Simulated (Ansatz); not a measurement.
Write the native input for Ansatz 0.2.0 that does the following.

```
Task                    : single point
Functional              : HSE06 form with a typed share of exact exchange
Potentials or basis     : Ansatz PAW
Cutoff                  : 420 eV (not typed: the program's choice for these potentials)
k mesh                  : 5 × 5 × 5
Occupations             : fermi-dirac, width 0.05 eV
Spin                    : no spin polarisation
Screening (1/Å)         : 0.2
Share of exact exchange : 0.25
```

As:

```xyz
1
Lattice="2.7037 0.0000 0.0000 0.0000 2.7037 0.0000 0.0000 0.0000 2.7037" Properties=species:S:1:pos:R:3 pbc="T T T"
As    1.3518    1.3518    1.3518
```

This isn't the form of As at room conditions, which is rhombohedral.

These files were run (other wordings do the same):

input.yaml

```yaml
crystal:
  lattice:
    - [2.7036817444, 0.0, 0.0]
    - [0.0, 2.7036817444, 0.0]
    - [0.0, 0.0, 2.7036817444]
  atoms:
    - { symbol: As, position: [0.5, 0.5, 0.5] }
hamiltonian:
  xc: { exchange: pbe, correlation: pbe, exx: { coeff: 0.25, omega: 0.2 } }
  pseudopotentials: { kind: paw }
kpoints:
  mp_grid: { grid: [5, 5, 5] }
scf:
  occupations: { method: fermi_dirac, width: 0.05 }
output:
  forces: true
  stress: true
  eigenvalues: true
  write_density: true
  write_potential: true
  elf: true
  volumetric_format: npy
```

Potentials or basis: Ansatz PAW.

Command:

```sh
$ ansatz run input.yaml --threads 2 --pin off --max-ram 5632MiB --backend cpu --events-out ev --progress --plain --runs-dir out
```

Results of the run:

The pressure is -0.6 GPa. The band gap on the k mesh is none (metal or under the smearing width).

Caveat: the k mesh is coarse (spacing up to 0.46 Å⁻¹), so the values aren't converged, least of all with exact exchange; the PAW data sets come from PBE, with cores solved anew for the run's functional, which leaves a small shift of forces and pressure; the thresholds are loose for stress.

Run time: 9.8 s on 2 threads of Intel(R) Xeon(R) Platinum 8259CL CPU @ 2.50GHz (Skylake/Cascade Lake), on a shared host, peak memory 0.58 GiB.
